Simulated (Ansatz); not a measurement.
Relaxed ZrO2 (fluorite):

```
CELL_PARAMETERS angstrom
      0.00000     5.06407     5.06407
      2.53204     0.00000     2.53204
      2.53204     2.53204     0.00000
ATOMIC_POSITIONS crystal
  Zr 0.00000 0.00000 0.00000
  Zr 0.50000 0.00000 0.00000
  O  0.12500 0.25000 0.25000
  O  0.62500 0.25000 0.25000
  O  0.37500 0.75000 0.75000
  O  0.87500 0.75000 0.75000
```

In each cell atom 2 (Zr, nearest neighbour O at 2.193 Å; its periodic images, 3.6 Å or more away, move with it) moves by s·(0.000, 0.000, 1.000) (along Cartesian z), the rest being held.

The numbers are results of PBEsol (plane waves to 420 eV, PAW, scalar-relativistic; Ansatz, a quantum-chemistry and plane-wave program), not measurements. k mesh 9×9×9 (Γ-centred), Fermi-Dirac smearing 0.05 eV. Energies are smeared free energies. This is a high-temperature form of ZrO2. ZrO2 is run without spin polarisation. ZrO2 was relaxed with its symmetry unable to fall. The zero of ΔE is the undisplaced structure.

```tsv
s (Å)	ΔE (meV/cell)
-0.220	248.6
-0.176	withheld
-0.132	85.4
-0.088	37.3
-0.044	9.2
0.000	0.0
0.044	9.2
0.088	37.3
0.132	85.4
0.176	withheld
0.220	248.6
```

Q: Fit an even polynomial form (powers 2, 4) to the given rows and predict ΔE at s = 0.176.

A: Least squares on the 9 given rows: ΔE = (4765)·s² + (7674)·s⁴, in meV/cell with s in Å; root-mean-square residual 0.04 meV/cell. At 0.176 the fit gives 155.0 meV/cell; the calculation gives 155.1 meV/cell, so the interpolation is off by -0.1 (-0.1 %). The quadratic term alone would give 147.6 meV/cell.

(For displaced atoms, the force is minus the slope of the energy, and its curvature is a force constant, which sets phonon frequencies.)
